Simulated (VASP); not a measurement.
# TiO2 (Pbcn) in VASP: further runs

Runs on TiO2. Level: r2SCAN. Tasks: single point.

Everything below comes from runs of VASP 6.6.1. Logs are shortened: lines on timing, memory, paths and dates and some standing lists are left out, and cuts for length are marked.

## (1) Starting point

It takes space group Pbcn (No. 60, orthorhombic). The conventional cell has a = 4.515 Å, b = 5.497 Å, c = 4.939 Å, α = 90.00°, β = 90.00°, γ = 90.00°. Around O (site symmetry 1) lie 3 Ti at 1.89 to 2.05 Å. Around Ti (site symmetry 2) lie 6 O at 1.89 to 2.05 Å.

Measurements of this composition are mostly on another form, of space group No. 141.

## (2) Single point, r2SCAN, collinear spin, typed start

POSCAR reads:

```
TiO2
1.0
    4.5150000000      0.0000000000      0.0000000000
    0.0000000000      5.4970000000      0.0000000000
    0.0000000000      0.0000000000      4.9390000000
O Ti
8 4
Direct
    0.2860000000      0.3760000000      0.4120000000
    0.2140000000      0.1240000000      0.9120000000
    0.7860000000      0.1240000000      0.5880000000
    0.7140000000      0.3760000000      0.0880000000
    0.7140000000      0.6240000000      0.5880000000
    0.7860000000      0.8760000000      0.0880000000
    0.2140000000      0.8760000000      0.4120000000
    0.2860000000      0.6240000000      0.9120000000
    0.0000000000      0.1710000000      0.2500000000
    0.5000000000      0.3290000000      0.7500000000
    0.0000000000      0.8290000000      0.7500000000
    0.5000000000      0.6710000000      0.2500000000
```

INCAR.step1 reads:

```
PREC = Accurate
ENCUT = 520
ISMEAR = -1
SIGMA = 0.05
LREAL = F
LASPH = T
NELM = 150
ISPIN = 2
MAGMOM = 0 0 0 0 0 0 0 0 1 1 1 1
LMAXMIX = 4
NBANDS = 64
GGA = PE
ALGO = Normal
EDIFF = 1E-4
LWAVE = T
LCHARG = F
```

INCAR.step2 reads:

```
PREC = Accurate
ENCUT = 520
EDIFF = 1E-6
ISMEAR = -1
SIGMA = 0.05
LREAL = F
LASPH = T
NELM = 150
ALGO = Normal
ISIF = 2
LWAVE = F
LCHARG = F
ISPIN = 2
MAGMOM = 0 0 0 0 0 0 0 0 1 1 1 1
LORBIT = 11
LMAXMIX = 4
METAGGA = R2SCAN
LMIXTAU = T
NBANDS = 64
ISTART = 1
```

KPOINTS reads:

```
regular mesh
0
Gamma
  3 3 3
```

Potentials or basis: VASP PAW PBE potentials, release 64 (O, Ti_sv).

On the command line:

```sh
cat potpaw_PBE.64/O/POTCAR potpaw_PBE.64/Ti_sv/POTCAR > POTCAR
cp INCAR.step1 INCAR
mpirun -np 1 vasp_std > vasp.out
cp INCAR.step2 INCAR
mpirun -np 1 vasp_std > vasp.out
```

OUTCAR:

```text
PREC = Accurate
   ENCUT = 520
   EDIFF = 1E-6
   ISMEAR = -1
   LREAL = F
   LASPH = T
   NELM = 150
   ISIF = 2
   ISPIN = 2
   LORBIT = 11
   METAGGA = R2SCAN
   ISTART = 1

 ion  position               nearest neighbor table
   1  0.286  0.376  0.412-   9 1.89  10 1.95  12 2.05
   2  0.214  0.124  0.912-  10 1.89   9 1.95  11 2.05
   3  0.786  0.124  0.588-  10 1.89   9 1.95  11 2.05
   4  0.714  0.376  0.088-   9 1.89  10 1.95  12 2.05
   5  0.714  0.624  0.588-  11 1.89  12 1.95  10 2.05
   6  0.786  0.876  0.088-  12 1.89  11 1.95   9 2.05
   7  0.214  0.876  0.412-  12 1.89  11 1.95   9 2.05
   8  0.286  0.624  0.912-  11 1.89  12 1.95  10 2.05
   9  0.000  0.171  0.250-   1 1.89   4 1.89   3 1.95   2 1.95   6 2.05   7 2.05
  10  0.500  0.329  0.750-   2 1.89   3 1.89   1 1.95   4 1.95   5 2.05   8 2.05
  11  0.000  0.829  0.750-   5 1.89   8 1.89   7 1.95   6 1.95   2 2.05   3 2.05
  12  0.500  0.671  0.250-   6 1.89   7 1.89   5 1.95   8 1.95   1 2.05   4 2.05

  LATTYP: Found a simple orthorhombic cell.
 ALAT       =     4.5150000000
 B/A-ratio  =     1.0939091916
 C/A-ratio  =     1.2174972315

  Lattice vectors:

 A1 = (  -4.5150000000,   0.0000000000,   0.0000000000)
 A2 = (   0.0000000000,   0.0000000000,   4.9390000000)
 A3 = (   0.0000000000,   5.4970000000,   0.0000000000)

Analysis of symmetry for initial positions (statically):
=====================================================================
 Subroutine PRICEL returns:
 Original cell was already a primitive cell.

 Routine SETGRP: Setting up the symmetry group for a
 simple orthorhombic supercell.

 Subroutine GETGRP returns: Found  8 space group operations
 (whereof  2 operations were pure point group operations)
 out of a pool of  8 trial point group operations.

The static configuration has the point symmetry S_2 .
 The point group associated with its full space group is D_2h.

Analysis of symmetry for dynamics (positions and initial velocities):
=====================================================================
 Subroutine PRICEL returns:
 Original cell was already a primitive cell.

 Routine SETGRP: Setting up the symmetry group for a
 simple orthorhombic supercell.

 Subroutine GETGRP returns: Found  8 space group operations
 (whereof  2 operations were pure point group operations)
 out of a pool of  8 trial point group operations.

The dynamic configuration has the point symmetry S_2 .
 The point group associated with its full space group is D_2h.
[... 173 lines left out ...]
 Fermi energy:         5.7193313636

 spin component 1

 k-point     1 :       0.0000    0.0000    0.0000
  band No.  band energies     occupation
      1     -54.2408      1.00000
      2     -54.2174      1.00000
      3     -54.2083      1.00000
      4     -54.2035      1.00000
      5     -29.6492      1.00000
      6     -29.5601      1.00000
[... 493 lines left out ...]
     59       8.9801      0.00000
     60       9.0965      0.00000
 Fermi energy:         5.7193313636

 spin component 2

 k-point     1 :       0.0000    0.0000    0.0000
  band No.  band energies     occupation
      1     -54.2408      1.00000
      2     -54.2174      1.00000
      3     -54.2083      1.00000
      4     -54.2035      1.00000
      5     -29.6492      1.00000
      6     -29.5601      1.00000
[... 493 lines left out ...]
     59       8.9802      0.00000
     60       9.0965      0.00000
 [bands above 60 left out]

------------------------ aborting loop because EDIFF is reached ----------------------------------------

  FORCE on cell =-STRESS in cart. coord.  units (eV):
  Direction    XX          YY          ZZ          XY          YZ          ZX
  --------------------------------------------------------------------------------------
  -------------------------------------------------------------------------------------
  Total        4.2388311      0.9669870      1.3277422      0.0000000      0.0000000      0.0000000
  in kB       55.4031138     12.6388836     17.3540891      0.0000000      0.0000000      0.0000000
  external PRESSURE =      28.4653621 kB  Pullay stress =       0.0000000 kB

 VOLUME and BASIS-vectors are now :
 -----------------------------------------------------------------------------
  energy-cutoff  :      520.00
  volume of cell :      122.58
      direct lattice vectors                 reciprocal lattice vectors
     4.515000000  0.000000000  0.000000000     0.221483942  0.000000000  0.000000000
     0.000000000  5.497000000  0.000000000     0.000000000  0.181917409  0.000000000
     0.000000000  0.000000000  4.939000000     0.000000000  0.000000000  0.202470136

 POSITION                                       TOTAL-FORCE (eV/Angst)
 -----------------------------------------------------------------------------------
      1.29129      2.06687      2.03487        -0.689754     -0.022611      0.132385
      0.96621      0.68163      4.50437         0.689754      0.022611      0.132385
      3.54879      0.68163      2.90413        -0.689754      0.022611     -0.132385
      3.22371      2.06687      0.43463         0.689754     -0.022611     -0.132385
      3.22371      3.43013      2.90413         0.689754      0.022611     -0.132385
      3.54879      4.81537      0.43463        -0.689754     -0.022611     -0.132385
      0.96621      4.81537      2.03487         0.689754     -0.022611      0.132385
      1.29129      3.43013      4.50437        -0.689754      0.022611      0.132385
      0.00000      0.93999      1.23475        -0.000000     -0.022708     -0.000000
      2.25750      1.80851      3.70425         0.000000      0.022708     -0.000000
      0.00000      4.55701      3.70425         0.000000      0.022708     -0.000000
      2.25750      3.68849      1.23475        -0.000000     -0.022708     -0.000000
 -----------------------------------------------------------------------------------
    total drift:                               -0.000000     -0.000000      0.000000

  FREE ENERGIE OF THE ION-ELECTRON SYSTEM (eV)
  ---------------------------------------------------
  free  energy   TOTEN  =      -139.4264400061 eV

  energy  without entropy=     -139.4264400061  energy(sigma->0) =     -139.42644001

 total charge

# of ion       s       p       d       tot
------------------------------------------
    1        1.578   3.536   0.000   5.115
    2        1.578   3.536   0.000   5.115
    3        1.578   3.536   0.000   5.115
    4        1.578   3.536   0.000   5.115
    5        1.578   3.536   0.000   5.115
    6        1.578   3.536   0.000   5.115
    7        1.578   3.536   0.000   5.115
    8        1.578   3.536   0.000   5.115
    9        2.221   6.295   1.674  10.189
   10        2.221   6.295   1.674  10.189
   11        2.221   6.295   1.674  10.189
   12        2.221   6.295   1.674  10.189
--------------------------------------------------
tot         21.510  53.470   6.695  81.674

 magnetization (x)

# of ion       s       p       d       tot
------------------------------------------
    1       -0.000  -0.000   0.000  -0.000
    2       -0.000  -0.000   0.000  -0.000
    3       -0.000  -0.000   0.000  -0.000
    4       -0.000  -0.000   0.000  -0.000
    5       -0.000  -0.000   0.000  -0.000
    6       -0.000  -0.000   0.000  -0.000
    7       -0.000  -0.000   0.000  -0.000
    8       -0.000  -0.000   0.000  -0.000
    9        0.000   0.000   0.000   0.000
   10        0.000   0.000   0.000   0.000
   11        0.000   0.000   0.000   0.000
   12        0.000   0.000   0.000   0.000
--------------------------------------------------
tot          0.000  -0.000   0.000   0.000
```

OUTCAR.step1:

```text
PREC = Accurate
   ENCUT = 520
   ISMEAR = -1
   LREAL = F
   LASPH = T
[... 1277 lines left out ...]
      0.00000      0.93999      1.23475        -0.000000      0.073322     -0.000000
      2.25750      1.80851      3.70425        -0.000000     -0.073322     -0.000000
      0.00000      4.55701      3.70425        -0.000000     -0.073322     -0.000000
      2.25750      3.68849      1.23475        -0.000000      0.073322     -0.000000
 -----------------------------------------------------------------------------------
    total drift:                               -0.000000     -0.000000      0.000000

  FREE ENERGIE OF THE ION-ELECTRON SYSTEM (eV)
  ---------------------------------------------------
  free  energy   TOTEN  =      -107.1308392537 eV

  energy  without entropy=     -107.1308392537  energy(sigma->0) =     -107.13083925
```

It took 8 min on 1 thread of Intel Xeon Platinum 8259CL at 2.50GHz (Skylake/Cascade Lake), shared host; peak memory 0.34 GiB.

What came out:

```yaml
Free_energy: -139.4264 eV
Pressure: 2.8 GPa
Largest_force: 0.703 eV/Å
Band_gap_on_the_k_mesh: 2.84 eV, direct
Net_moment: 0.00 μB per cell
Valence_electrons_inside_the_program's_atomic_spheres: O 5.12; Ti 10.19
```

Forces in eV/Å, atoms in the order of the input:
```
O   -0.690 -0.023  0.132
O    0.690  0.023  0.132
O   -0.690  0.023 -0.132
O    0.690 -0.023 -0.132
O    0.690  0.023 -0.132
O   -0.690 -0.023 -0.132
O    0.690 -0.023  0.132
O   -0.690  0.023  0.132
Ti   0.000 -0.023  0.000
Ti   0.000  0.023  0.000
Ti   0.000  0.023  0.000
Ti   0.000 -0.023  0.000
```

Stress tensor (GPa, compression positive):
```
5.54 0.00 0.00
0.00 1.26 0.00
0.00 0.00 1.74
```

Caveat: the k mesh is coarse (spacing up to 0.46 Å⁻¹), so the values aren't converged; the PAW data sets were made with another functional, which shifts forces and pressure a little; an odd mesh through Γ misses points on the zone boundary, where band edges often lie.

## (3) Single point, r2SCAN, collinear spin, typed start

POSCAR is that of step 2.

INCAR.step1 reads:

```
PREC = Accurate ; ENCUT = 520
ISMEAR = -1 ; SIGMA = 0.05
LREAL = False ; LASPH = True
NELM = 150 ; ISPIN = 2
MAGMOM = 0 0 0 0 0 0 0 0 1 -1 -1 1 ; LMAXMIX = 4
NBANDS = 64 ; GGA = PE
ALGO = Normal ; EDIFF = 1E-4
LWAVE = True ; LCHARG = False
```

INCAR.step2 reads:

```
PREC = Accurate ; ENCUT = 520
EDIFF = 1E-6 ; ISMEAR = -1
SIGMA = 0.05 ; LREAL = False
LASPH = True ; NELM = 150
ALGO = Normal ; ISIF = 2
LWAVE = False ; LCHARG = False
ISPIN = 2 ; MAGMOM = 0 0 0 0 0 0 0 0 1 -1 -1 1
LORBIT = 11 ; LMAXMIX = 4
METAGGA = R2SCAN ; LMIXTAU = True
NBANDS = 64 ; ISTART = 1
```

KPOINTS reads:

```
Automatic mesh
0
Gamma
  3 3 3
```

Potentials or basis: VASP PAW PBE potentials, release 64 (O, Ti_sv).

On the command line:

```sh
cat potpaw_PBE.64/O/POTCAR potpaw_PBE.64/Ti_sv/POTCAR > POTCAR
cp INCAR.step1 INCAR
mpirun -np 1 vasp_std > vasp.out
cp INCAR.step2 INCAR
mpirun -np 1 vasp_std > vasp.out
```

Run time: 7 min. Hardware: 1 thread of AMD EPYC 9R45 (Zen 5), shared host; peak memory 0.31 GiB.

It converged, with:

```yaml
Free_energy: -139.4264 eV
Pressure: 2.8 GPa
Largest_force: 0.703 eV/Å
Band_gap_on_the_k_mesh: 2.84 eV, direct
Net_moment: 0.00 μB per cell
Valence_electrons_inside_the_program's_atomic_spheres: O 5.12; Ti 10.19
```

Forces in eV/Å, atoms in the order of the input:
```
O   -0.690 -0.023  0.132
O    0.690  0.023  0.132
O   -0.690  0.023 -0.132
O    0.690 -0.023 -0.132
O    0.690  0.023 -0.132
O   -0.690 -0.023 -0.132
O    0.690 -0.023  0.132
O   -0.690  0.023  0.132
Ti   0.000 -0.022  0.000
Ti   0.000  0.022  0.000
Ti   0.000  0.022  0.000
Ti   0.000 -0.022  0.000
```

Stress tensor (GPa, compression positive):
```
5.53 0.00 0.00
0.00 1.26 0.00
0.00 0.00 1.73
```

Levels at points of the mesh, in eV from the valence-band top:
Spin up:
```tsv
k point	band 46	band 47	band 48	band 49	band 50	band 51
(0.00, 0.00, 0.00)	-0.53	-0.05	0.00	2.84	2.97	3.01
```
Spin down:
| k point | band 45 | band 46 | band 47 | band 48 | band 49 | band 50 | band 51 | band 52 |
| --- | --- | --- | --- | --- | --- | --- | --- | --- |
| (0.00, 0.00, 0.00) | -0.90 | -0.53 | -0.05 | 0.00 | 2.84 | 2.97 | 3.01 | 3.04 |

Caveat: the k mesh is coarse (spacing up to 0.46 Å⁻¹), so the values aren't converged; the PAW data sets were made with another functional, which shifts forces and pressure a little; an odd mesh through Γ misses points on the zone boundary, where band edges often lie. r2SCAN opens gaps a little over a GGA but as a rule still falls short of measured ones.
